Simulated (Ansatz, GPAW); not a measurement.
# benzoquinonedithiol between two Pd chains: relaxation, then transmission at several levels, part 2 of 3

Aim: the conductance of benzoquinonedithiol between two Pd chains after relaxation, and whether geometry, basis or functional moves it most.

GPAW 26.7.0 and Ansatz 0.2.0; Ansatz plane waves; relaxation of the junction with the lead ends held; PAW set soft_1 (the session's first sound run).

So far, transmission at the Fermi level (one spin): step 3 (plane waves, PBE) 0.393. Also conductance of the perfect lead (G₀): step 3 3.99.

**4. Double-zeta polarised basis**

The script solves lead and junction separately, takes H and S in the orbital basis, and joins semi-infinite leads through their self-energies; the dzp basis is the working standard.

This step: GPAW LCAO, PAW setups; Landauer transmission from Green's functions with principal layers (ASE), zero bias (GPAW 26.7.0).

The input, run.py:

```python
import json
import numpy as np
from ase import Atoms
from ase.transport.calculators import TransportCalculator
from gpaw import GPAW, FermiDirac
from gpaw.lcao.tools import get_lcao_hamiltonian
from scipy.linalg import eigh

# The junction with lead layers at both ends, along the third cell vector
device = Atoms(
    ['Pd', 'Pd', 'Pd', 'Pd', 'Pd', 'Pd', 'Pd', 'Pd', 'S', 'H', 'C', 'C', 'C', 'O', 'O', 'C', 'C', 'C', 'H', 'S', 'Pd', 'Pd', 'Pd', 'Pd', 'Pd', 'Pd', 'Pd', 'Pd'],
    positions=[
        [5.91550, 4.50000, 1.25000],
        [5.91550, 4.50000, 3.75000],
        [5.91550, 4.50000, 6.25000],
        [5.91550, 4.50000, 8.75000],
        [5.91550, 4.50000, 11.25000],
        [5.91550, 4.50000, 13.75000],
        [5.65350, 4.49625, 16.28554],
        [6.52954, 4.50953, 18.76742],
        [4.98344, 4.49740, 20.36895],
        [7.73964, 4.51299, 21.70880],
        [5.60553, 4.50018, 21.99575],
        [6.90965, 4.50783, 22.41752],
        [4.51586, 4.49120, 23.05649],
        [3.32567, 4.48168, 22.74494],
        [8.50517, 4.51489, 24.14164],
        [7.31487, 4.50884, 23.82885],
        [4.92160, 4.49585, 24.46831],
        [6.22558, 4.50469, 24.88924],
        [4.09117, 4.49065, 25.17656],
        [6.84894, 4.50999, 26.51638],
        [5.30456, 4.51054, 28.11970],
        [6.17839, 4.49346, 30.60199],
        [5.91550, 4.50000, 33.13731],
        [5.91550, 4.50000, 35.63731],
        [5.91550, 4.50000, 38.13731],
        [5.91550, 4.50000, 40.63731],
        [5.91550, 4.50000, 43.13731],
        [5.91550, 4.50000, 45.63731]],
    cell=[[11.831, 0.0, 0.0], [0.0, 9.0, 0.0], [0.0, 0.0, 46.88731]],
    pbc=True)

# One principal layer of the lead: the first 5 atoms of the device
lead = Atoms(
    ['Pd', 'Pd', 'Pd', 'Pd', 'Pd'],
    positions=[
        [5.91550, 4.50000, 1.25000],
        [5.91550, 4.50000, 3.75000],
        [5.91550, 4.50000, 6.25000],
        [5.91550, 4.50000, 8.75000],
        [5.91550, 4.50000, 11.25000]],
    cell=[[11.831, 0.0, 0.0], [0.0, 9.0, 0.0], [0.0, 0.0, 12.5]],
    pbc=True)

settings = dict(mode='lcao', basis='dzp', xc='PBE', h=0.18,
                occupations=FermiDirac(0.1), maxiter=250,
                mixer=dict(beta=0.1, nmaxold=8, weight=100.0),
                convergence=dict(density=0.0001))
energies = np.arange(-2, 2 + 1e-9, 0.025)
eta = 0.0001
n1, n2 = 1, 1
# k and -k transmit alike, so half of the mesh across the current serves
mesh = [(i, j) for i in range(n1) for j in range(n2) if (i, j) <= (-i % n1, -j % n2)]
weights = np.array([1 if (i, j) == (-i % n1, -j % n2) else 2 for i, j in mesh]) / (n1 * n2)

# [... helper functions left out ...]
fermi_lead = ground_state(lead, (1, 1, 9), 'lead.txt')
fermi_device = ground_state(device, (1, 1, 2), 'device.txt')
# [... loop over the mesh left out, but for ...]
        # Shift the lead onto the potential of the device's first layer
        shift = ((H[:, 0, 0] - H0[:, 0, 0]) / S0[0, 0]).real.mean()
# [...]
kT = 8.617333e-5 * 300
bias = [0.1, 0.2, 0.5, 1.0, 1.5, 2.0]
# [... integrals and printing left out ...]
```

Run with:

```sh
$ OMP_NUM_THREADS=1 OPENBLAS_NUM_THREADS=1 python run.py
```

Run time: 11 min. Hardware: 1 thread of Arm Neoverse V1, shared host; peak memory 3.1 GiB.

This step gave:

```yaml
conductance: 0.4005 G₀
largest_coupling_past_the_next_principal_layer: 1.07e-4 eV
largest_misfit_of_the_first_principal_layer: 0.04235 eV
shift_that_aligns_the_lead: -0.002768 eV
basis_functions_of_the_junction: 572
basis_functions_of_a_principal_layer: 135
transmission_at_the_fermi_level_one_spin: 0.3262
```

One spin. Table of transmission, zone mean by energy, zero at the Fermi level:

| energy (eV) | transmission, zone mean |
| --- | --- |
| -2.000 | 0.00715 |
| -1.850 | 0.979 |
| -1.800 | 0.782 |
| -1.750 | 1.02 |
| -1.600 | 0.169 |
| -1.400 | 0.192 |
| -1.200 | 0.287 |
| -1.000 | 0.109 |
| -0.800 | 0.0801 |
| -0.650 | 0.941 |
| -0.600 | 0.358 |
| -0.400 | 0.209 |
| -0.300 | 1.67 |
| -0.200 | 0.623 |
| -0.050 | 0.943 |
| 0.000 | 0.326 |
| 0.200 | 0.00587 |
| 0.400 | 0.00275 |
| 0.600 | 0.00167 |
| 0.800 | 0.00104 |
| 1.000 | 6.1e-4 |
| 1.200 | 3.1e-4 |
| 1.400 | 1.1e-4 |
| 1.600 | 6.9e-6 |
| 1.800 | 4.5e-5 |
| 2.000 | 3.3e-4 |

Not self-consistent under bias; the bias window is split evenly. Table of current through one cell, from the zero-bias transmission by bias:

```
bias (V)  current through one cell, from the zero-bias transmission (μA)
   0.100                                                            3.05
   0.200                                                            5.63
   0.500                                                            13.7
   1.000                                                            26.6
   1.500                                                            33.6
   2.000                                                            35.9
```

Transmission of the three most open eigenchannels against energy, zero at the Fermi level:

```
energy (eV)  channel 1  channel 2  channel 3
     -2.000    0.00680     2.8e-4     7.7e-5
     -1.800      0.764     0.0174     1.5e-4
     -1.600      0.119     0.0501     2.7e-4
     -1.400      0.160     0.0319     4.2e-4
     -1.200      0.280    0.00644     5.2e-4
     -1.000      0.108     8.9e-4     2.8e-4
     -0.800     0.0714    0.00684    0.00146
     -0.600      0.264     0.0816     0.0118
     -0.400      0.109     0.0967    0.00380
     -0.200      0.312      0.295     0.0162
      0.000      0.304     0.0195    0.00304
      0.200    0.00587    3.1e-11          0
      0.400    0.00275    3.1e-11          0
      0.600    0.00167    3.0e-11          0
      0.800    0.00104    3.0e-11          0
      1.000     6.1e-4    3.0e-11          0
      1.200     3.1e-4    3.0e-11          0
      1.400     1.1e-4    3.3e-11          0
      1.600     6.9e-6    8.8e-11          0
      1.800     4.5e-5    3.6e-12          0
      2.000     3.3e-4    7.3e-12          0
```

At the Fermi level T is 0.326 against 0.393 in plane waves. Couplings past the next layer reach 1.1e-4 eV, small enough to drop; the matrix elements of the cell's first layer differ from the bulk lead's by up to 0.042 eV. That layer keeps its own values in the calculation, and only beyond it is the lead taken as perfect. The Fermi levels of lead and junction count from different zeros of potential, one for each periodic cell; with both set to zero, the small remaining shift is what aligns them. By hand: G = 0.4005 × 77.48 μS = 31.0 μS, a resistance of 32.2 kΩ; at 0.1 V a linear junction would pass 3.10 μA, and the integral over the bias window gives 3.05 μA.

**5. Single-zeta polarised basis**

The second zeta is dropped, the polarisation orbitals stay.

Changes to run.py since step 4:

```diff
@@ -55,3 +55,3 @@
 
-settings = dict(mode='lcao', basis='dzp', xc='PBE', h=0.18,
+settings = dict(mode='lcao', basis='szp(dzp)', xc='PBE', h=0.18,
                 occupations=FermiDirac(0.1), maxiter=250,
```

Run time: 7.2 min. Hardware: 1 thread; peak memory 2.9 GiB.

Numbers from this step:

| Quantity | Value |
| --- | --- |
| conductance | 0.2212 G₀ |
| largest coupling past the next principal layer | 1.09e-4 eV |
| largest misfit of the first principal layer | 0.05996 eV |
| shift that aligns the lead | 9.77e-4 eV |
| basis functions of the junction | 338 |
| basis functions of a principal layer | 75 |
| transmission at the Fermi level (one spin) | 0.08243 |

The conductance, 0.221 G₀, lies 45 % below that of the dzp run.

**6. Minimal basis**

One function for each valence shell of the setup, as for a first survey of a large system.

Changes to run.py since step 5:

```diff
@@ -55,3 +55,3 @@
 
-settings = dict(mode='lcao', basis='szp(dzp)', xc='PBE', h=0.18,
+settings = dict(mode='lcao', basis='sz(dzp)', xc='PBE', h=0.18,
                 occupations=FermiDirac(0.1), maxiter=250,
```

Run time: 5.5 min. Hardware: 1 thread; peak memory 2.8 GiB.

Numbers from this step:

| Quantity | Value |
| --- | --- |
| conductance | 0.09490 G₀ |
| largest coupling past the next principal layer | 1.08e-4 eV |
| largest misfit of the first principal layer | 0.03531 eV |
| shift that aligns the lead | 8.47e-4 eV |
| basis functions of the junction | 234 |
| basis functions of a principal layer | 60 |
| transmission at the Fermi level (one spin) | 0.03318 |

The conductance, 0.0949 G₀, lies 76 % below that of the dzp run.

**7. RPBE in the dzp basis: xc = "RPBE"**

Back in the dzp basis, the functional changes from PBE to RPBE, to set the spread between functionals beside that between bases.

Changes to run.py since step 6:

```diff
@@ -55,3 +55,3 @@
 
-settings = dict(mode='lcao', basis='sz(dzp)', xc='PBE', h=0.18,
+settings = dict(mode='lcao', basis='dzp', xc='RPBE', h=0.18,
                 occupations=FermiDirac(0.1), maxiter=250,
```

Run time: 12 min. Hardware: 1 thread; peak memory 3.1 GiB.

This step gave:

```yaml
conductance: 0.3728 G₀
largest_coupling_past_the_next_principal_layer: 1.02e-4 eV
largest_misfit_of_the_first_principal_layer: 0.04719 eV
shift_that_aligns_the_lead: -0.001985 eV
basis_functions_of_the_junction: 572
basis_functions_of_a_principal_layer: 135
transmission_at_the_fermi_level_one_spin: 0.2704
```

One spin. The transmission, zone mean by energy, zero at the Fermi level:

energy (eV), log10 transmission, zone mean and a bar from the least value:
```
   -2.000       -2.1 ##################
   -1.900       -1.3 ######################
   -1.800       -0.1 ############################
   -1.750        0.0 #############################
   -1.700       -0.3 ###########################
   -1.600       -0.8 #########################
   -1.500       -0.8 ########################
   -1.400       -0.7 #########################
   -1.300       -0.6 ##########################
   -1.200       -0.6 ##########################
   -1.100       -0.7 #########################
   -1.000       -1.0 #######################
   -0.900       -1.7 ####################
   -0.800       -1.1 #######################
   -0.700       -0.8 #########################
   -0.650        0.0 #############################
   -0.600       -0.5 ##########################
   -0.500        0.0 #############################
   -0.400       -0.7 #########################
   -0.300        0.2 ##############################
   -0.200       -0.2 ############################
   -0.100       -0.3 ###########################
   -0.050        0.0 #############################
    0.000       -0.6 ##########################
    0.100       -1.8 ####################
    0.200       -2.2 #################
    0.300       -2.4 ################
    0.400       -2.6 ###############
    0.500       -2.7 ###############
    0.600       -2.8 ##############
    0.700       -2.9 ##############
    0.800       -3.0 #############
    0.900       -3.1 #############
    1.000       -3.3 ############
    1.100       -3.4 ###########
    1.200       -3.6 ##########
    1.300       -3.8 #########
    1.400       -4.0 ########
    1.500       -4.5 ######
    1.600       -5.5 
    1.700       -5.1 ##
    1.800       -4.2 #######
    1.900       -3.8 #########
    2.000       -3.4 ###########
```

The conductance, 0.373 G₀, lies 6.9 % below that of the dzp run.

**8. Without the relaxation: geometry = "as built"**

The dzp basis with PBE on the structure as first built shows what the relaxation was worth.

Changes to run.py since step 7:

```diff
@@ -18,18 +18,18 @@
         [5.91550, 4.50000, 13.75000],
-        [5.65350, 4.49625, 16.28554],
-        [6.52954, 4.50953, 18.76742],
-        [4.98344, 4.49740, 20.36895],
-        [7.73964, 4.51299, 21.70880],
-        [5.60553, 4.50018, 21.99575],
-        [6.90965, 4.50783, 22.41752],
-        [4.51586, 4.49120, 23.05649],
-        [3.32567, 4.48168, 22.74494],
-        [8.50517, 4.51489, 24.14164],
-        [7.31487, 4.50884, 23.82885],
-        [4.92160, 4.49585, 24.46831],
-        [6.22558, 4.50469, 24.88924],
-        [4.09117, 4.49065, 25.17656],
-        [6.84894, 4.50999, 26.51638],
-        [5.30456, 4.51054, 28.11970],
-        [6.17839, 4.49346, 30.60199],
+        [5.91550, 4.50000, 16.25000],
+        [5.91550, 4.50000, 18.75000],
+        [4.45500, 4.49999, 20.62918],
+        [7.26772, 4.49999, 21.33231],
+        [5.29726, 4.49999, 22.14342],
+        [6.63184, 4.49999, 22.21054],
+        [4.47539, 4.49999, 23.38902],
+        [3.25000, 4.49999, 23.40099],
+        [8.58100, 4.49999, 23.48632],
+        [7.35562, 4.49999, 23.49828],
+        [5.19917, 4.49999, 24.67677],
+        [6.53375, 4.50000, 24.74389],
+        [4.56328, 4.50000, 25.55500],
+        [7.37601, 4.50000, 26.25813],
+        [5.91550, 4.50000, 28.13731],
+        [5.91550, 4.50000, 30.63731],
         [5.91550, 4.50000, 33.13731],
@@ -55,3 +55,3 @@
 
-settings = dict(mode='lcao', basis='dzp', xc='RPBE', h=0.18,
+settings = dict(mode='lcao', basis='dzp', xc='PBE', h=0.18,
                 occupations=FermiDirac(0.1), maxiter=250,
```

Wall time 8.3 min (1 thread); peak memory 3.1 GiB.

Numbers from this step:

- conductance: 0.7154 G₀
- largest coupling past the next principal layer: 1.07e-4 eV
- largest misfit of the first principal layer: 0.03630 eV
- shift that aligns the lead: -0.001172 eV
- transmission at the Fermi level (one spin): 0.7478

One spin. Transmission, zone mean against energy, zero at the Fermi level:

```
energy (eV)  transmission, zone mean
     -2.000                   0.0109
     -1.800                   0.0323
     -1.600                    0.146
     -1.400                    0.470
     -1.325                    0.528
     -1.200                    0.411
     -1.050                    0.505
     -1.000                    0.221
     -0.850                     1.21
     -0.800                    0.775
     -0.600                     1.04
     -0.400                     1.14
     -0.375                     1.17
     -0.200                     1.12
      0.000                    0.748
      0.200                   0.0262
      0.400                  0.00356
      0.600                   7.0e-4
      0.800                   9.5e-5
      1.000                   8.1e-7
      1.200                   7.6e-5
      1.400                   2.2e-4
      1.600                   4.0e-4
      1.800                   5.9e-4
      2.000                   8.0e-4
```

The conductance, 0.715 G₀, lies 79 % above that of the dzp run.

**9. The ladder**

Times are wall times on the hardware named with each run. The runs compared:

| no. | run | conductance (G₀) | time | memory (GiB) |
| --- | --- | --- | --- | --- |
| 1 | pw PBE | 0.4499 | 1.7 h | 6.6 |
| 2 | dzp | 0.4005 | 11 min | 3.1 |
| 3 | szp | 0.2212 | 7.2 min | 2.9 |
| 4 | sz | 0.09490 | 5.5 min | 2.8 |
| 5 | dzp RPBE | 0.3728 | 12 min | 3.1 |
| 6 | asbuilt | 0.7154 | 8.3 min | 3.1 |

**10. Comparison**

The curves are compared point by point over the common energies.

This step: comparison of transmission and cost over codes, levels and geometry; PAW set soft_1 (GPAW 26.7.0).

Ladder, by row:

```
    step    code  T at the Fermi level (sum over the listed spins)  conductance (G0)  r.m.s. T(E) from the first  wall time (s)  peak memory (GiB)  threads
  pw-pbe  Ansatz                                            0.3927            0.4499                           0           5970              6.604        4
     dzp    GPAW                                            0.3262            0.4005                       0.154          681.9               3.06        1
     szp    GPAW                                           0.08243            0.2212                      0.2201          434.4               2.91        1
      sz    GPAW                                           0.03318            0.0949                      0.2722          331.3               2.79        1
dzp-RPBE    GPAW                                            0.2704            0.3728                      0.1624          718.6               3.06        1
 asbuilt    GPAW                                            0.7478            0.7154                      0.3215            499               3.06        1
```

(Part 2 of 3 ends here.)

[Logs are printed without paths, hosts, clocks, repeated set-up lines and the standing remarks that a program may print on its own settings, such as how far it seeks lower states.]

[Hosts, paths, dates, database ids (printed as entryN), source tags and the programs' standing remarks are cut or masked in the printed files.]
